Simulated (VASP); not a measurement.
# BN (P-6m2) in VASP: equation of state, part 2 of 2

VASP 6.6.1. The steps go on from the part before.

## 7. Equation of state, PBE, 9.67 Å³/atom (volume scaled by 1.06)

File INCAR:

```
PREC = Accurate
ENCUT = 520
EDIFF = 1E-7
ISMEAR = -1
SIGMA = 0.05
LREAL = False
LASPH = True
NELM = 100
ALGO = Normal
ISIF = 2
LWAVE = False
LCHARG = False
GGA = PE
NBANDS = 16
```

File KPOINTS:

```
regular mesh
0
Gamma
  12 12 4
```

File POSCAR:

```
BN
1.0
    2.5592281843      0.0000000000      0.0000000000
   -1.2796140921      2.2163566217      0.0000000000
    0.0000000000      0.0000000000      6.8212097820
N B
2 2
Direct
    0.6666666667      0.3333333333      0.5000000000
    0.0000000000      0.0000000000      0.0000000000
    0.3333333333      0.6666666667      0.0000000000
    0.0000000000      0.0000000000      0.5000000000
```

Potentials or basis: VASP PAW PBE potentials, release 64 (N, B).

Run with:

```bash
cat potpaw_PBE.64/N/POTCAR potpaw_PBE.64/B/POTCAR > POTCAR
mpirun -np 1 vasp_std > vasp.out
```

OUTCAR:

```text
PREC = Accurate
   ENCUT = 520
   EDIFF = 1E-7
   ISMEAR = -1
   LREAL = False
   LASPH = True
   NELM = 100
   ISIF = 2
   GGA = PE

 ion  position               nearest neighbor table
   1  0.667  0.333  0.500-   4 1.48   4 1.48   4 1.48
   2  0.000  0.000  0.000-   3 1.48   3 1.48   3 1.48
   3  0.333  0.667  0.000-   2 1.48   2 1.48   2 1.48
   4  0.000  0.000  0.500-   1 1.48   1 1.48   1 1.48

  LATTYP: Found a hexagonal cell.
 ALAT       =     2.5592281843
 C/A-ratio  =     2.6653386454

  Lattice vectors:

 A1 = (   2.5592281843,   0.0000000000,   0.0000000000)
 A2 = (  -1.2796140921,   2.2163566217,   0.0000000000)
 A3 = (   0.0000000000,   0.0000000000,   6.8212097820)

Analysis of symmetry for initial positions (statically):
=====================================================================
 Subroutine PRICEL returns:
 Original cell was already a primitive cell.

 Routine SETGRP: Setting up the symmetry group for a
 hexagonal supercell.

 Subroutine GETGRP returns: Found 12 space group operations
 (whereof 12 operations were pure point group operations)
 out of a pool of 24 trial point group operations.

The static configuration has the point symmetry D_3h.

Analysis of symmetry for dynamics (positions and initial velocities):
=====================================================================
 Subroutine PRICEL returns:
 Original cell was already a primitive cell.

 Routine SETGRP: Setting up the symmetry group for a
 hexagonal supercell.

 Subroutine GETGRP returns: Found 12 space group operations
 (whereof 12 operations were pure point group operations)
 out of a pool of 24 trial point group operations.

The dynamic configuration has the point symmetry D_3h.

 Subroutine INISYM returns: Found 12 space group operations
 (whereof 12 operations are pure point group operations),
[... 145 lines left out ...]
     AMIX     =   0.40;   BMIX     =  1.00
     AMIX_MAG =   1.60;   BMIX_MAG =  1.00
  volume/ion in A,a.u.               =       9.67        65.27
  Fermi-wavevector in a.u.,A,eV,Ry     =   1.219677  2.304855 20.240187  1.487612
  Thomas-Fermi vector in A             =   2.354921
   LORBIT       =      0    0 simple, 1 ext, 2 COOP (PROOUT), +10 PAW based schemes
   GGA     = PE    functional components
   LHFCALC =     F    Hartree Fock is set to
   AEXX    =    0.0000 exact exchange contribution
   IVDW    =     0    specifies the selected vdW correction
   LEPSILON=     F    determine dielectric tensor
   LRPA    =     F    only Hartree local field effects (RPA)
 non-spin polarized calculation
  energy-cutoff  :      520.00
  volume of cell :       38.69
 maximum number of plane-waves:      1058
 NGX is ok and might be reduce to    20
   NGX =  9   NGY =  9   NGZ = 25

 number of electron      16.0000001 magnetization

 Free energy of the ion-electron system (eV)
  ---------------------------------------------------
  ext. energy  EPLUGINS =         0.00000000
  ---------------------------------------------------
  free energy    TOTEN  =       -35.09331364 eV

  energy without entropy =      -35.09331364  energy(sigma->0) =      -35.09331364

 E-fermi :   2.8909     XC(G=0):  -9.7701

 val. band max:        1.8394589273   @ k =   0.3333   0.3333   0.5000
 cond. band min:       6.1013477084   @ k =   0.5000   0.0000   0.0000
 fundamental gap:      4.2618887811
 Fermi energy:         2.8909274267

 k-point     1 :       0.0000    0.0000    0.0000
  band No.  band energies     occupation
      1     -15.6119      2.00000
      2     -15.3535      2.00000
      3      -3.9947      2.00000
      4      -2.1048      2.00000
      5       0.3521      2.00000
      6       0.3521      2.00000
[... 737 lines left out ...]
      3      -3.0265      2.00000
      4      -2.9460      2.00000
      5      -0.1891      2.00000
      6      -0.0954      2.00000
[... 8 lines left out ...]
     15      13.6012      0.00000
     16      13.6573      0.00000

 [... further k-points ...]

------------------------ aborting loop because EDIFF is reached ----------------------------------------

  FORCE on cell =-STRESS in cart. coord.  units (eV):
  Direction    XX          YY          ZZ          XY          YZ          ZX
  --------------------------------------------------------------------------------------
  -------------------------------------------------------------------------------------
  Total       -4.2597070     -4.2597070      0.4507805     -0.0000000      0.0000000      0.0000000
  in kB     -176.3925567   -176.3925567     18.6666162     -0.0000000      0.0000000      0.0000000
  external PRESSURE =    -111.3728324 kB  Pullay stress =       0.0000000 kB

 VOLUME and BASIS-vectors are now :
 -----------------------------------------------------------------------------
  energy-cutoff  :      520.00
  volume of cell :       38.69
      direct lattice vectors                 reciprocal lattice vectors
     2.559228184  0.000000000  0.000000000     0.390742805  0.225595464  0.000000000
    -1.279614092  2.216356622  0.000000000     0.000000000  0.451190928  0.000000000
     0.000000000  0.000000000  6.821209782     0.000000000  0.000000000  0.146601561

 POSITION                                       TOTAL-FORCE (eV/Angst)
 -----------------------------------------------------------------------------------
      1.27961      0.73879      3.41060        -0.000000     -0.000000      0.000000
      0.00000      0.00000      0.00000        -0.000000      0.000000      0.000000
     -0.00000      1.47757      0.00000        -0.000000      0.000000      0.000000
      0.00000      0.00000      3.41060         0.000000      0.000000      0.000000
 -----------------------------------------------------------------------------------
    total drift:                               -0.000001      0.000001      0.000000

  FREE ENERGIE OF THE ION-ELECTRON SYSTEM (eV)
  ---------------------------------------------------
  free  energy   TOTEN  =       -35.0933136380 eV

  energy  without entropy=      -35.0933136380  energy(sigma->0) =      -35.09331364
```

stdout:

```text
POSCAR found type information on POSCAR N B
 POSCAR found :  2 types and       4 ions
 scaLAPACK will be used
 LDA part: xc-table for (Slater+PW92), standard interpolation
 POSCAR, INCAR and KPOINTS ok, starting setup
 FFT: planning ... GRIDC
 FFT: planning ... GRID_SOFT
 FFT: planning ... GRID
 WAVECAR not read
 entering main loop
```

It took 36 s on 1 thread of Intel Xeon Platinum 8559C (Emerald Rapids), shared host; peak memory 0.16 GiB.

What came out:

- Free energy: -35.0933 eV
- Pressure: -11.1 GPa
- Band gap on the k mesh: 4.26 eV, indirect (least direct gap 4.34 eV)

Caveat: this functional lacks dispersion, which binds the layers, so the pressure and a relaxed spacing across them are unreliable.

## 8. Equation of state, PBE

Potentials or basis: VASP PAW PBE potentials, release 64 (N, B).

No new run: the results of the series are fitted here.

Results:

| Quantity | Value |
| --- | --- |
| Equilibrium volume | 9.19 Å³/atom |
| Bulk modulus at fixed shape and positions | 235 GPa |
| Pressure derivative of the bulk modulus | 3.6 |

Energy against volume, from the lowest point:
| volume (Å³/atom) | energy (meV/atom) |
| --- | --- |
| 8.578 | 32.74 |
| 8.760 | 15.43 |
| 8.943 | 4.71 |
| 9.125 | 0.00 |
| 9.308 | 0.78 |
| 9.490 | 6.57 |
| 9.673 | 16.94 |

Caveat: the cell was scaled at fixed shape and fractional positions, which overstates the stiffness of a crystal with free parameters, most of all of layers and chains; this functional lacks dispersion, which binds the layers, so the pressure and a relaxed spacing across them are unreliable.
